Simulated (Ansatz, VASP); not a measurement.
## Two plane-wave programs on MoSe2

```
CELL_PARAMETERS angstrom
3.27840 0.00000 0.00000
-1.63920 2.83918 0.00000
0.00000 0.00000 70.87758
ATOMIC_POSITIONS crystal
Se 0.33333 0.66667 0.34155
Se 0.33333 0.66667 0.38882
Se 0.66667 0.33333 0.43148
Se 0.66667 0.33333 0.47870
Se 0.33333 0.66667 0.52130
Se 0.33333 0.66667 0.56852
Se 0.66667 0.33333 0.61118
Se 0.66667 0.33333 0.65845
Mo 0.66667 0.33333 0.36519
Mo 0.33333 0.66667 0.45509
Mo 0.66667 0.33333 0.54491
Mo 0.33333 0.66667 0.63481
```

Alike in both runs: functional PBE; dispersion D3(BJ); k mesh 9 × 9 × 1; occupations gaussian, width 0.02 eV; no spin polarisation.

Ansatz relaxed the structure, and its values are those at the end. VASP's run is a single point on that final structure, the one shown.

```csv
,VASP,Ansatz
version,VASP 6.6.1,Ansatz 0.2.0
potentials or method,"VASP PAW PBE potentials, release 64 (Se, Mo_sv)","scalar-relativistic, plane waves, PAW"
plane-wave cutoff (eV),520,420
valence electrons in the cell,104,184
```

Ansatz gave:

```
gap on the k mesh at the Fermi level (eV) : 0.96
least direct gap on the mesh (eV)         : 1.48
rms of the force components (eV/Å)        : 0.000
```

Q: Which values does VASP return?

A: gap on the k mesh at the Fermi level (eV): 0.96; least direct gap on the mesh (eV): 1.48; rms of the force components (eV/Å): 0.017.

The two sets of potentials don't hold the same shells in valence.

A hybrid or GW would open this gap; PBE tends to underestimate it.
